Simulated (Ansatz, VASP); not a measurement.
Ir: VASP beside Ansatz

```xyz
2
Lattice="2.7514 0.0000 0.0000 -1.3757 2.3828 0.0000 0.0000 0.0000 4.4623" Properties=species:S:1:pos:R:3 pbc="T T T"
Ir    0.0000    1.5885    1.1156
Ir    1.3757    0.7943    3.3467
```

Alike in both runs: task relaxation of cell and atoms; functional PBEsol; k mesh 11 × 11 × 6; occupations fermi-dirac, width 0.05 eV; no spin polarisation.

|  | VASP | Ansatz |
| --- | --- | --- |
| version | VASP 6.6.1 | Ansatz 0.2.0 |
| potentials or method | VASP PAW PBE potentials, release 64 (Ir), cutoff 600 eV | all-electron LAPW, scalar-relativistic |

```tsv
	VASP	Ansatz	Ansatz less VASP
relaxed volume (Å³/atom)	14.16	14.12	-0.039
relaxed cell length with the largest relative difference (Å)	4.413	4.408	-0.0047
energy change over the relaxation (meV/atom)	-18	-20	-2.9
```

Ansatz ran all-electron here, so the differences hold the error of VASP's frozen core and of both bases.

Caveats: the PAW data sets were made with another functional, which shifts forces and pressure a little (VASP). Spin-orbit coupling is left out, which matters for the levels of Ir.
